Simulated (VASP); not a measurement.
Mg, 1 atom in the cell. It takes space group Im-3m (No. 229, cubic). Conventional cell: a = 3.458 Å, b = 3.458 Å, c = 3.458 Å, α = 90.00°, β = 90.00°, γ = 90.00°. Mg (site symmetry m-3m) has 8 Mg at 2.99 Å as nearest neighbours. This isn't the form of Mg at room conditions, which is hcp.

| Item | Value |
| --- | --- |
| Program | VASP 6.6.1 |
| Task | single point |
| Functional | BLYP |
| Potentials or basis | VASP PAW PBE potentials, release 64 (Mg) |
| Cutoff | 520 eV |
| k mesh | 14 × 14 × 14 |
| Occupations | fermi-dirac, width 0.1 eV |
| Spin | no spin polarisation |
| Dipole correction | no |
| Further INCAR settings | ALGO = Fast; EDIFF = 1e-06; NBANDS = 7 |

Potentials or basis: VASP PAW PBE potentials, release 64 (Mg).

The run is started by

```console
$ cat potpaw_PBE.64/Mg/POTCAR > POTCAR
$ mpirun -np 1 vasp_std > vasp.out
```

Hardware: 1 thread of Intel(R) Xeon(R) Platinum 8559C (Emerald Rapids) (shared host).

Problem. Estimate the wall time of this run.

Solution. Wall time 11 s on 1 thread of Intel(R) Xeon(R) Platinum 8559C (Emerald Rapids) (shared host), peak memory 0.14 GiB. Counts: scf iterations 10, k points 104.
